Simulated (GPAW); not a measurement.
Write a Python script for GPAW 26.7.0 that does the following.

```yaml
Task: single point from a typed occupation
Functional: PBE
Potentials_or_basis: GPAW PAW data sets (gpaw-data 1.2.1)
Cutoff: 600 eV
Basis: pw
k_mesh: 7 × 7 × 7
Occupations: gaussian, width 0.05 eV
Spin: collinear spin, random start
Starting_moments: "[0.29, 0.0] μB"
Hubbard_terms: Co d U = 2 eV
Maxiter: 120
random_start_of_the_orbitals: yes
start_of_the_occupation_matrix: atoms
Convergence: density=0.0001 energy=1e-05
Symmetry: point_group=False
```

The structure of CoO lies in CoO.xyz:

```xyz
2
Lattice="2.5705263100 0.0000000000 0.0000000000 0.0000000000 2.5705263100 0.0000000000 0.0000000000 0.0000000000 2.5705263100" Properties=species:S:1:pos:R:3 pbc="T T T"
Co     0.0000000000      0.0000000000      0.0000000000
O      1.2852631550      1.2852631550      1.2852631550
```

Measurements of this composition are mostly on another form, of space group No. 225.

One way to write it, as run:

run.py

```python
import numpy as np
from ase.io import read
from gpaw import PW
from gpaw.dft import DFT
from gpaw.hubbard import aoom

atoms = read('CoO.xyz')
atoms.set_initial_magnetic_moments([0.29, 0.0])

dft = DFT(atoms,
          mode=PW(600),
          xc='PBE',
          kpts={'size': (7, 7, 7), 'gamma': True},
          occupations={'name': 'methfessel-paxton', 'order': 0, 'width': 0.05},
          setups={'Co': ':d,2.0'},
          nbands=19,
          convergence={'density': 0.0001, 'energy': 1e-05},
          symmetry={'point_group': False},
          random=True,
          maxiter=120,
          txt='gpaw.txt')
print(f'Energy: {dft.calculate_energy():.6f} eV')
print('Forces (eV/A):')
print(dft.calculate_forces().round(4))
print('Stress (eV/A^3):', dft.calculate_stress().round(6))
print('Moments:', dft.magmoms()[1][:, 2].round(3))
dft.write_converged()
dft.write_gpw_file('gs.gpw')
for a, l in {0: 2}.items():
    setup = dft.setups[a]
    for s, D_ii in enumerate(dft.density.D_asii[a]):
        n_mm = aoom(D_ii, l, setup.l_j, setup.n_j, setup.N0_q)[0]
        print(f'atom {a} spin {s} trace {n_mm.trace():.4f} eigenvalues', *np.linalg.eigvalsh(n_mm).round(3))
        np.savetxt(f'occupation-{a}-{s}.dat', n_mm, fmt='%8.4f')
```

Potentials or basis: GPAW PAW data sets (gpaw-data 1.2.1), pw.

Launch:

```bash
$ OMP_NUM_THREADS=1 python run.py
```

Results of the run:

* Pressure: 15.7 GPa
* Band gap on the k mesh: 1.31 eV, direct
* Net moment: 3.00 μB per cell
* Site moments: Co +2.58; O +0.25 μB

Caveat: the cutoff is short for stress and forces, so pressures can be off by a GPa or more; an odd mesh through Γ misses points on the zone boundary, where band edges often lie; a cell with one magnetic atom can't hold antiferromagnetic order, which such compounds often take.

It took 5.1 min on 1 thread of Intel(R) Xeon(R) Processor @ 2.50GHz (Skylake/Cascade Lake), on a shared host, peak memory 0.21 GiB.
